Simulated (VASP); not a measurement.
Here is a VASP 6.6.1 calculation.

INCAR

```
SYSTEM = BeTe
PREC = Accurate
ENCUT = 600
EDIFF = 1E-7
ISMEAR = 0
SIGMA = 0.03
LREAL = .FALSE.
LASPH = .TRUE.
NELM = 80
ALGO = Normal
ISIF = 2
LWAVE = .FALSE.
LCHARG = .FALSE.
GGA = PE
IBRION = 2
NSW = 40
EDIFFG = -0.01
```

The input KPOINTS:

```
regular mesh
0
G
  8 8 8
  0 0 0
```

POSCAR

```
BeTe                                    
1.0
    0.0000000000      2.8527584285      2.8527584285
    2.8527584285      0.0000000000      2.8527584285
    2.8527584285      2.8527584285      0.0000000000
  Be              Te            
     1     1
Direct
     0.0000000000000000    0.0000000000000000    0.0000000000000000
     0.2500000000000000    0.2500000000000000    0.2500000000000000
```

Potentials or basis: VASP PAW PBE potentials, release 64 (Be, Te).

The run is started by

```console
$ cat potpaw_PBE.64/Be/POTCAR potpaw_PBE.64/Te/POTCAR > POTCAR
$ mpirun -np 1 vasp_std > vasp.out
```

(1) Estimate the band gap on the k mesh.

Results:

(1) 2.07 eV, indirect (least direct gap 3.54 eV).

Caveat: the relaxation stopped at its first step, so nothing moved; spin-orbit coupling is left out, which moves the levels of the heavy elements.
